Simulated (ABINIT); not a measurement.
Ru:

```
CELL_PARAMETERS angstrom
2.70580 0.00000 0.00000
-1.35290 2.34329 0.00000
0.00000 0.00000 4.28190
ATOMIC_POSITIONS crystal
Ru 0.66667 0.33333 0.75000
Ru 0.33333 0.66667 0.25000
```

Base run:

| Item | Value |
| --- | --- |
| Program | ABINIT 10.8.3 (patched build) |
| Functional | PBEsol |
| Potentials or basis | JTH PAW PBE v2.0 |
| Cutoff | 408 eV |
| k mesh | 11 × 11 × 6 |
| Occupations | fermi-dirac, width 0.05 eV |
| Spin | no spin polarisation |

Its results: band gap on the k mesh none (metal or under the smearing width); pressure -6.0 GPa.

Question: The run is repeated on the same cell with these changes: functional from PBEsol to HLE16. What comes out?

Answer: Band gap on the k mesh none (metal or under the smearing width); pressure -57.4 GPa.

Caveats: the PAW data sets were made with another functional, which shifts forces and pressure a little (some runs); the cell as given lies far from equilibrium (some runs); the potentials were made for a functional far from this one (some runs); so large a pressure means that the cell lies far from this level's equilibrium, or that cutoff or potentials fall short (some runs); the potentials were made for another functional, which shifts forces and pressure (some runs).
